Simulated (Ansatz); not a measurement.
**HfC under changes of volume**

One of the cells (12.568 Å³/atom); the others are scaled copies at fixed shape and fractional positions:

```
Hf C
1.0
     0.00000    2.32500    2.32500
     2.32500    0.00000    2.32500
     2.32500    2.32500    0.00000
Hf C
1 1
Direct
  0.50000 0.50000 0.50000
  0.00000 0.00000 0.00000
```

| Quantity | Value |
| --- | --- |
| Program | Ansatz 0.2.0 |
| Functional | RPBE |
| Dispersion | D3(BJ)+ATM |
| Potentials or basis | all-electron LAPW, scalar-relativistic |
| Cutoff | 278 eV (chosen from the basis error) |
| Basis error allowed | 0.002 eV/atom |
| k mesh | 10 × 10 × 10 |
| Occupations | fermi-dirac, width 0.1 eV |
| Spin | collinear spin, random start |
| Starting moments | [1.0, 0.0] μB |
| Fixed moment | 1 μB |

```csv
volume (Å³/atom),energy over the lowest point (meV/atom),pressure (GPa)
11.814,0.00,-8.0
12.065,16.81,-13.2
12.317,41.37,-17.8
12.568,?,?
12.819,110.69,-25.8
13.071,154.09,-29.2
13.322,202.54,-32.2
```

Task: What does the run at 12.568 Å³/atom give?

Result: Energy over the lowest point 72.90 meV/atom; pressure -22.0 GPa.

Worked out: A Birch-Murnaghan fit of order 3 (a polynomial in V^(-2/3)) to the other rows has its minimum at 11.47 Å³/atom, just outside them, with B0 = V·E''(V) = 291 GPa and B' = 4.0. It gives 72.90 meV/atom at 12.568 Å³/atom, against the run's 72.90, and -dE/dV = -22.2 GPa, against -22.0.

Energies are extrapolated to zero smearing.

Caveats: the total moment is fixed, so each spin has its own Fermi level.
